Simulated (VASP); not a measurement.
A run of VASP 6.6.1 is set up as follows.

The input INCAR:

```
SYSTEM = W
PREC = Accurate
ENCUT = 300
EDIFF = 1E-7
ISMEAR = 1
SIGMA = 0.1
LREAL = .FALSE.
LASPH = .TRUE.
NELM = 80
ALGO = Fast
ISIF = 2
LWAVE = .FALSE.
LCHARG = .FALSE.
GGA = PE
IBRION = 2
NSW = 40
EDIFFG = -0.01
```

File KPOINTS:

```
Automatic mesh
0
G
  8 8 8
  0 0 0
```

POSCAR

```
W                                       
1.0
   -1.5634867731      1.5634867731      1.5634867731
    1.5634867731     -1.5634867731      1.5634867731
    1.5634867731      1.5634867731     -1.5634867731
  W             
     1
Direct
     0.0000000000000000    0.0000000000000000    0.0000000000000000
```

Potentials or basis: VASP PAW PBE potentials, release 64 (W).

Run with:

```console
$ cat potpaw_PBE.64/W/POTCAR > POTCAR
$ mpirun -np 1 vasp_std > vasp.out
```

Predict the band gap on the k mesh.

none (metal or under the smearing width).

Final structure:
```
CELL_PARAMETERS angstrom
-1.56349 1.56349 1.56349
1.56349 -1.56349 1.56349
1.56349 1.56349 -1.56349
ATOMIC_POSITIONS crystal
W 0.00000 0.00000 0.00000
```

Caveat: the relaxation stopped at its first step, so nothing moved. The run has no spin-orbit coupling, so splittings on W are missing.
